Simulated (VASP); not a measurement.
Set up this calculation in VASP 6.6.1, as the native input.

```yaml
Task: single point
Functional: PBE
Dispersion: D3(BJ)
Potentials_or_basis: VASP PAW PBE potentials, release 64 (O, C)
Cutoff: 520 eV
k_mesh: 1 × 1 × 1
Occupations: fermi-dirac, width 0.05 eV
Spin: no spin polarisation
Dipole_correction: no
Further_INCAR_settings: LREAL = Auto; ALGO = Fast; EDIFF = 1e-06; NBANDS = 54
```

The structure of CO lies in POSCAR:

```
CO
1.0
    7.7417530000      0.0000000000      0.0000000000
    0.0000000000      7.7417530000      0.0000000000
    0.0000000000      0.0000000000      7.7417530000
O C
8 8
Direct
    0.1555720003     -0.1273871693      0.9433264017
    0.4640421879      0.3693220386      0.9011008230
    0.2376464349      0.2001484677      0.4456742549
    0.5110212119      0.7536148467      0.0121807038
    0.2574739855      0.6585976070      0.5541638954
    0.9753604901      0.5113053852      0.9502757321
    0.8071686090      0.2948427830      0.3388767376
    0.6975293580      0.9382629490      0.5157746572
    0.0746859271     -0.0665611522      0.8365288843
    0.3674749117      0.2825845774      0.8319046087
    0.3683790997      0.1574062102      0.3920429908
    0.5035681195      0.8714563743     -0.0763651333
    0.3880516467      0.6461714808      0.4870214795
    1.0161135340      0.5208510269      0.8101265954
    0.9143278015      0.3430747532      0.4274096577
    0.8341779956      0.9163945168      0.4619754725
```

The cell was built by a generator and needn't be a form met in nature.

The input as run:

INCAR

```
SYSTEM = CO
  PREC = Accurate
  ENCUT = 520
  EDIFF = 1E-6
  ISMEAR = -1
  SIGMA = 0.05
  LREAL = Auto
  LASPH = .TRUE.
  NELM = 60
  ALGO = Fast
  ISIF = 2
  LWAVE = .FALSE.
  LCHARG = .FALSE.
  GGA = PE
  IVDW = 12
  NBANDS = 54
```

KPOINTS

```
regular mesh
0
G
  1 1 1
  0 0 0
```

Potentials or basis: VASP PAW PBE potentials, release 64 (O, C).

The run is started by

```sh
$ cat potpaw_PBE.64/O/POTCAR potpaw_PBE.64/C/POTCAR > POTCAR
$ mpirun -np 1 vasp_gam > vasp.out
```

Results of the run:

| Item | Value |
| --- | --- |
| Pressure | 0.6 GPa |
| Largest force | 1.431 eV/Å |
| Band gap on the k mesh | 5.65 eV, direct |
| Dispersion energy per atom | -0.045 eV |

Caveat: the standard files for N, O and F lose accuracy on very short bonds.

Wall time 30 s on 1 thread of Intel(R) Xeon(R) 6975P-C (Granite Rapids), on a shared host, peak memory 0.46 GiB.
